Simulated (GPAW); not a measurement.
# Al (Fm-3m) in GPAW: equation of state

How stiff is Al in PBEsol, and what volume does it want? The cell is scaled to several volumes.

Everything below comes from runs of GPAW 26.7.0. Logs are shortened: lines on timing, memory, paths and dates and some standing lists are left out, and cuts for length are marked. The log counts tension as positive stress, the text compression.

**What was measured.**

“The interpretation of polycrystalline coherent inelastic neutron scattering from aluminium”, 2013, pmc:3831299 quotes, for a bulk crystal of Al: bulk modulus 76.9 GPa.

The runs below are set against these values where they give the same quantity.

## Step 1: Starting point

It takes space group Fm-3m (No. 225, cubic). The conventional cell has a = 4.050 Å, b = 4.050 Å, c = 4.050 Å, α = 90.00°, β = 90.00°, γ = 90.00°. Al (site symmetry m-3m) is surrounded by 12 Al at 2.86 Å.

## Step 2: Equation of state, PBEsol

run.py reads:

```python
from ase import Atoms
from ase.eos import EquationOfState
from ase.io import Trajectory
from ase.units import GPa
from gpaw import GPAW, PW, setup_paths

setup_paths.insert(0, '.')

atoms = Atoms(['Al'],
              cell=[[0.0, 2.024805, 2.024805],
                    [2.024805, 0.0, 2.024805],
                    [2.024805, 2.024805, 0.0]],
              scaled_positions=[[0.0, 0.0, 0.0]],
              pbc=True)

traj = Trajectory('eos.traj', 'w')
volumes, energies = [], []
for x in [0.94, 0.96, 0.98, 1.0, 1.02, 1.04, 1.06]:
    a = atoms.copy()
    a.set_cell(atoms.cell * x**(1 / 3), scale_atoms=True)
    calc = GPAW(mode=PW(600),
                xc='PBEsol',
                kpts={'size': (11, 11, 11), 'gamma': True},
                occupations={'name': 'fermi-dirac', 'width': 0.05},
                nbands=7,
                convergence={'density': 1e-05, 'energy': 1e-05},
                maxiter=150,
                txt=f'eos-{x:.2f}.txt')
    a.calc = calc
    energies.append(a.get_potential_energy(force_consistent=True))
    volumes.append(a.get_volume())
    p = -a.get_stress()[:3].mean() / GPa
    calc.write(f'eos-{x:.2f}.gpw')
    traj.write(a)
    print(f'{x:.2f} {volumes[-1]:10.4f} A^3 {energies[-1]:14.6f} eV {p:9.3f} GPa', flush=True)

v0, e0, B = EquationOfState(volumes, energies, eos='birchmurnaghan').fit()
print(f'V0 = {v0:.4f} A^3, E0 = {e0:.6f} eV, B0 = {B / GPa:.2f} GPa')
```

Potentials or basis: PAW data sets generated in the run's folder for this functional, pw.

The run is started by

```bash
$ gpaw-setup -f PBEsol Al
$ OMP_NUM_THREADS=1 python run.py
```

Log:

```text
__  _  _
 | _ |_)|_||  |
 |__||  | ||/\| - 26.7.0

Input parameters:
  mode=PW(ecut=600.0),
  convergence={'density': 1e-05, 'energy': 1e-05},
  kpts=MonkhorstPack(size=(11, 11, 11), gamma=True),
  maxiter=150,
  nbands=7,
  occupations=Occupations(name='fermi-dirac', width=0.05),
  xc=XC(name='PBEsol')

Diagonalizing LCAO Hamiltonian
Converting LCAO to pw mode

       Al

Atoms  # Å, Bohr magnetons
|   | symbol |        x |        y |        z |    initial magnetic moments |
|---|--------|----------|----------|----------|-----------------------------|
| 0 |     Al | 0.000000 | 0.000000 | 0.000000 | ( 0.0000,  0.0000,  0.0000) |

Unit cell  # Å
| periodic |        x |        y |        z |  lengths |    angles |
|----------|----------|----------|----------|----------|-----------|
|      yes | 0.000000 | 1.983471 | 1.983471 | 2.805051 | 60.000000 |
|      yes | 1.983471 | 0.000000 | 1.983471 | 2.805051 | 60.000000 |
|      yes | 1.983471 | 1.983471 | 0.000000 | 2.805051 | 60.000000 |

Number of symmetries: 48
Symmetry operations  # r_c * U_cc + t_c -> r_c
|    | kind |            matrix            |
|----|------|------------------------------|
|  0 |  σ   |  1, 0, 0,  1, 0,-1,  1,-1, 0 |
|  1 |  C2  |  1, 0, 0,  1,-1, 0,  1, 0,-1 |
|  2 |  E   |  1, 0, 0,  0, 1, 0,  0, 0, 1 |
|  3 |  σ   |  1, 0, 0,  0, 0, 1,  0, 1, 0 |
|  4 |  C4  |  1, 0,-1,  1, 0, 0,  1,-1, 0 |
|  5 |  S6  |  1, 0,-1,  1,-1, 0,  1, 0, 0 |
|  6 |  σ   |  1, 0,-1,  0, 1,-1,  0, 0,-1 |
|  7 |  C3  |  1, 0,-1,  0, 0,-1,  0, 1,-1 |
|  8 |  S6  |  1,-1, 0,  1, 0, 0,  1, 0,-1 |
|  9 |  C4  |  1,-1, 0,  1, 0,-1,  1, 0, 0 |
| 10 |  C3  |  1,-1, 0,  0,-1, 1,  0,-1, 0 |
| 11 |  σ   |  1,-1, 0,  0,-1, 0,  0,-1, 1 |
| 12 |  σ   |  0, 1, 0,  1, 0, 0,  0, 0, 1 |
| 13 |  C4  |  0, 1, 0,  0, 1,-1, -1, 1, 0 |
| 14 |  C3  |  0, 1, 0,  0, 0, 1,  1, 0, 0 |
| 15 |  S6  |  0, 1, 0, -1, 1, 0,  0, 1,-1 |
| 16 |  C2  |  0, 1,-1,  1, 0,-1,  0, 0,-1 |
| 17 |  σ   |  0, 1,-1,  0, 1, 0, -1, 1, 0 |
| 18 |  S4  |  0, 1,-1,  0, 0,-1,  1, 0,-1 |
| 19 |  C4  |  0, 1,-1, -1, 1, 0,  0, 1, 0 |
| 20 |  C3  |  0, 0, 1,  1, 0, 0,  0, 1, 0 |
| 21 |  σ   |  0, 0, 1,  0, 1, 0,  1, 0, 0 |
| 22 |  S6  |  0, 0, 1,  0,-1, 1, -1, 0, 1 |
| 23 |  C4  |  0, 0, 1, -1, 0, 1,  0,-1, 1 |
| 24 |  S4  |  0, 0,-1,  1, 0,-1,  0, 1,-1 |
| 25 |  C3  |  0, 0,-1,  0, 1,-1,  1, 0,-1 |
| 26 |  C2  |  0, 0,-1,  0,-1, 0, -1, 0, 0 |
| 27 |  S6  |  0, 0,-1, -1, 0, 0,  0,-1, 0 |
| 28 |  S4  |  0,-1, 1,  1,-1, 0,  0,-1, 0 |
| 29 |  C4  |  0,-1, 1,  0, 0, 1, -1, 0, 1 |
| 30 |  C2  |  0,-1, 1,  0,-1, 0,  1,-1, 0 |
| 31 |  σ   |  0,-1, 1, -1, 0, 1,  0, 0, 1 |
| 32 |  C3  |  0,-1, 0,  1,-1, 0,  0,-1, 1 |
| 33 |  S6  |  0,-1, 0,  0, 0,-1, -1, 0, 0 |
| 34 |  S4  |  0,-1, 0,  0,-1, 1,  1,-1, 0 |
| 35 |  C2  |  0,-1, 0, -1, 0, 0,  0, 0,-1 |
| 36 |  C2  | -1, 1, 0,  0, 1, 0,  0, 1,-1 |
| 37 |  S6  | -1, 1, 0,  0, 1,-1,  0, 1, 0 |
| 38 |  S4  | -1, 1, 0, -1, 0, 1, -1, 0, 0 |
| 39 |  C3  | -1, 1, 0, -1, 0, 0, -1, 0, 1 |
| 40 |  S6  | -1, 0, 1,  0, 0, 1,  0,-1, 1 |
| 41 |  C2  | -1, 0, 1,  0,-1, 1,  0, 0, 1 |
| 42 |  C3  | -1, 0, 1, -1, 1, 0, -1, 0, 0 |
| 43 |  S4  | -1, 0, 1, -1, 0, 0, -1, 1, 0 |
| 44 |  C2  | -1, 0, 0,  0, 0,-1,  0,-1, 0 |
| 45 |  i   | -1, 0, 0,  0,-1, 0,  0, 0,-1 |
| 46 |  σ   | -1, 0, 0, -1, 1, 0, -1, 0, 1 |
| 47 |  C2  | -1, 0, 0, -1, 0, 1, -1, 1, 0 |

BZ-sampling:
  Number of BZ points: 1331
  Number of IBZ points: 56

  Monkhorst-Pack size: [11, 11, 11]
  Monkhorst-Pack shift: [0, 0, 0]

K-points  # in reciprocal-cell coordinates
|     |                                coordinates |     weight |
|-----|--------------------------------------------|------------|
|   0 | (  0.00000000,   0.00000000,   0.00000000) | 0.00075131 |
|   1 | (  0.09090909,   0.09090909,   0.00000000) | 0.00450789 |
|   2 | (  0.09090909,   0.09090909,   0.09090909) | 0.00601052 |
|   3 | (  0.18181818,   0.09090909,   0.09090909) | 0.00901578 |
|   4 | (  0.18181818,   0.18181818,   0.00000000) | 0.00450789 |
|   5 | (  0.18181818,   0.18181818,   0.09090909) | 0.01803156 |
|   6 | (  0.18181818,   0.18181818,   0.18181818) | 0.00601052 |
|   7 | (  0.27272727,   0.18181818,   0.09090909) | 0.01803156 |
|   8 | (  0.27272727,   0.18181818,   0.18181818) | 0.01803156 |
|   9 | (  0.27272727,   0.27272727,   0.00000000) | 0.00450789 |
| ... |                                            |            |
|  55 | (  0.45454545,   0.45454545,   0.45454545) | 0.00601052 |

Plane wave coefficients: 534
Cutoff: 600.0 eV

Spin-components: 1 (collinear spins)
Bands:           7
Projectors:      5
Spin-degeneracy: 2
Datatype:        complex128

Parallelization:
  kpt:    1
  domain: 1
  band:   1

Density:
  Valence electrons: 3.0
  Components: 1
  Grid points: [16 16 16]
  Charge: 0.0  # |e|

Potential:
  Grid points: [16 16 16]

species:
  Al:
    name:    Aluminium
    Z:       13.0
    valence: 3
    core:    10
    charge:  0.0  # [|e|]
    compensation charges:
      type: gauss
      rc: 0.34  # [Å]
      lmax: 2
    cutoffs:
      filter: 1.91  # [Å]
      core: 2.36  # [Å]
    projectors
    | kind |    occ | energy [eV] | rcut [Å] |
    |------|--------|-------------|----------|
    |   3s |  2.000 |      -7.715 |    1.085 |
    |   3p |  1.000 |      -2.689 |    1.085 |
    |    s |        |      19.497 |    1.085 |
    |    p |        |      24.522 |    1.085 |
    |    d |        |       0.000 |    1.085 |

    Using partial waves for Al as LCAO basis

Reference energy: -6590.127727  # eV

eigensolver:
  PPCG
  Converge bands: occupied
  niter=2

density mixing:
  MSR1-Mixer
  Pratt-step length: 0.05
  Maximum mixing coefficient: 0.75
  Old densities: 10
  SVD Regularization: 0.005
  Good broyden scale: 1.0
  Trust region scale: 1.0
  Backstep threshold: 4.0
  History deletion threshold: 6.0
  Fourier metric: weight=20.0, sigma=0.015

occupation numbers:
  Fermi-Dirac:
    width: 0.0500  # eV

poisson solver:
  ecut: 4800.0  # eV

xc functional:
  name: PBEsol with 2 nearest neighbor stencil

convergence criteria:
- Maximum integral of absolute [dens]ity change: 1e-05 electrons / valence electron
- Maximum [total energy] change in last 3 cyles: 1e-05 eV / valence electron
- Maximum integral of absolute [eigenst]ate change: 4e-08 eV^2 / valence electron
maximum number of iterations: 150

SCF iterations
|iter     | |      energy | eigst |  dens |
|---------|-|-------------|-------|-------|
|iter:   1| |   -4.086568 | -0.23 |       |
|iter:   2| |   -4.086715 | -3.48 | -0.99 |
|iter:   3| |   -4.086556 | -3.16 | -1.01 |
|iter:   4| |   -4.086937 | -3.93 | -1.57 |
|iter:   5| |   -4.086946 | -6.17 | -2.96 |
|iter:   6| |   -4.086948c| -6.71 | -3.38 |
|iter:   7| |   -4.086948c| -8.79c| -4.65 |
|iter:   8| |   -4.086948c| -9.57c| -5.18c|

Converged in 8 steps
Energy contributions relative to reference atoms: (reference = -6590.127727)

Energy contributions:
  Kinetic:           6.102753
  Coulomb:          -3.663759
  Zero:             -0.008530
  External:          0.000000
  Xc:               -6.515481
  Entropy:          -0.003864
  Spinorbit:         0.000000
  ----------------------------
  Free energy:      -4.088880
  Extrapolated:     -4.086948

dipole moment: (-6.812661, -6.812661, -6.812661)  # |e|*Ang

Fermi level: 7.644
Eigenvalues  # (at kpt = [0.000, 0.000, 0.000])
| band index |      eig [eV] | occ [0-2] |
|------------|---------------|-----------|
|          0 |        -3.877 |     2.000 |
|          1 |        20.581 |     0.000 |
|          2 |        20.581 |     0.000 |
|          3 |        20.581 |     0.000 |
|          4 |        22.482 |     0.000 |
|          5 |        22.482 |     0.000 |
|          6 |        22.482 |     0.000 |

No gap
No difference between direct/indirect transitions

Stress tensor  # eV/Ang^3
|         x |         y |         z |
|-----------|-----------|-----------|
| -0.022486 | -0.000000 | -0.000000 |
| -0.000000 | -0.022486 |  0.000000 |
| -0.000000 |  0.000000 | -0.022486 |

# Writing to eos-0.94.gpw (mode='')
```

It took 42 s on 1 thread of Intel Xeon Platinum 8375C at 2.90GHz (Ice Lake), shared host; peak memory 0.17 GiB.

What came out:

* Equilibrium volume: 16.24 Å³/atom
* Bulk modulus: 84 GPa
* Pressure derivative of the bulk modulus: 4.5

Energy against volume, from the lowest point:
```csv
volume (Å³/atom),energy (meV/atom)
15.607,6.84
15.939,1.46
16.271,0.00
16.603,2.05
16.935,7.23
17.267,15.23
17.599,25.73
```

## Step 3: How close it comes

Step 2. Against the measured bulk modulus of Al, 76.9 GPa (quoted in “The interpretation of polycrystalline coherent inelastic neutron scattering from aluminium”, 2013, pmc:3831299), the calculated 84 GPa is off by +8.7 %. The fit is for a static lattice scaled at fixed shape and fixed fractional positions. The cell as given is a measured one (16.60 Å³/atom); PBEsol puts the equilibrium volume -2.2 % from it, thermal expansion not counted.
